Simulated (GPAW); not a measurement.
The system is Ru.

```
CELL_PARAMETERS angstrom
2.70580 0.00000 0.00000
-1.35290 2.34329 0.00000
0.00000 0.00000 4.28190
ATOMIC_POSITIONS crystal
Ru 0.66667 0.33333 0.75000
Ru 0.33333 0.66667 0.25000
```

```yaml
Program: GPAW 26.7.0
Task: relaxation of cell and atoms
Functional: PBEsol
Potentials_or_basis: PAW data sets generated in the run's folder for this functional
Cutoff: 600 eV
Basis: pw
k_mesh: 8 × 8 × 5
Occupations: fermi-dirac, width 0.05 eV
Spin: no spin polarisation
```

At the start: pressure -7.5 GPa; volume 13.57 Å³/atom.

Task: How do energy, volume and symmetry change on relaxing?

Result: Over 3 steps the energy falls by 6.7 meV/atom and the volume is 13.26 Å³/atom (-2.3 %); space group P6_3/mmc (No. 194, to 0.05 Å).

The path:
| step | energy change (eV) | largest force (eV/Å) | pressure (GPa) | volume (Å³) |
| --- | --- | --- | --- | --- |
| 1 | 0.0000 | 0.0000 | -7.46 | 27.15 |
| 2 | -0.0115 | 0.0000 | -3.13 | 26.78 |
| 3 | -0.0135 | 0.0000 | 0.11 | 26.53 |

Final structure:
```
CELL_PARAMETERS angstrom
2.68617 0.00000 0.00000
-1.34308 2.32629 0.00000
0.00000 0.00000 4.24552
ATOMIC_POSITIONS crystal
Ru 0.66667 0.33333 0.75000
Ru 0.33333 0.66667 0.25000
```

Caveat: later steps reuse the first step's grids.
